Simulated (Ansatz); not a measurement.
AlCu under changes of volume

One of the cells (13.466 Å³/atom); the others are scaled copies at fixed shape and fractional positions:

```
Cu Al
1.0
     2.99751    0.00000    0.00000
     0.00000    2.99751    0.00000
     0.00000    0.00000    2.99751
Cu Al
1 1
Direct
  0.50000 0.50000 0.50000
  0.00000 0.00000 0.00000
```

The cell comes from a database or a generator and needn't be the stable form of this composition.

| Item | Value |
| --- | --- |
| Program | Ansatz 0.2.0 |
| Functional | PBEsol |
| Potentials or basis | Ansatz PAW |
| Cutoff | 420 eV (not typed: the program's choice for these potentials) |
| k mesh | 9 × 9 × 9 |
| Occupations | fermi-dirac, width 0.05 eV |
| Spin | no spin polarisation |

| volume (Å³/atom) | energy over the lowest point (meV/atom) | pressure (GPa) |
| --- | --- | --- |
| 12.658 | 2.24 | 2.8 |
| 12.928 | 0.00 | 0.0 |
| 13.197 | 2.18 | -2.5 |
| 13.466 | 8.29 | -4.7 |
| 13.736 | 17.85 | -6.7 |
| 14.005 | ? | ? |
| 14.274 | 45.93 | -9.9 |

**Question.** What does the run at 14.005 Å³/atom give?

**Answer.** Energy over the lowest point 30.51 meV/atom; pressure -8.4 GPa.

Worked out: A Birch-Murnaghan fit of order 3 (a polynomial in V^(-2/3)) to the other rows has its minimum at 12.92 Å³/atom with B0 = V·E''(V) = 126 GPa and B' = 4.6. It gives 30.52 meV/atom at 14.005 Å³/atom, against the run's 30.51, and -dE/dV = -8.4 GPa, against -8.4.

Energies are extrapolated to zero smearing.

Caveats: the PAW data sets come from PBE, with cores solved anew for the run's functional, which leaves a small shift of forces and pressure.
